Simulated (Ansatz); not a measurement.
## Moving the strain (εxx = s) in GaP

```
Ga P
1.0
     0.00000    2.72525    2.72525
     2.72525    0.00000    2.72525
     2.72525    2.72525    0.00000
Ga P
1 1
Direct
  0.00000 0.00000 0.00000
  0.75000 0.75000 0.75000
```

Kept alike: task relaxation of the atoms; functional PBE; k mesh 8 × 8 × 8; occupations fermi-dirac, width 0.05 eV; no spin polarisation. Program: Ansatz, Ansatz PAW, cutoff 420 eV. The mesh is that of the run's cell of 2 atoms. No spin-orbit coupling.

```csv
s,band gap (eV),free energy over the lowest row (meV/atom)
-0.01,1.528,6.96
0,1.642,2.92
0.01,1.609,0.62
0.02,1.568,0.00
```

The cell shown is the unstrained one; x, y and z are its Cartesian axes. A gap read on the mesh alone can miss an edge between its points.

**Question.** What does the strain (εxx = s) change here?

**Answer.** The band gap runs from 1.528 (-0.01) to 1.642 eV (0). The free energy falls from 6.96 to 0.00 meV/atom between -0.01 and 0.02.
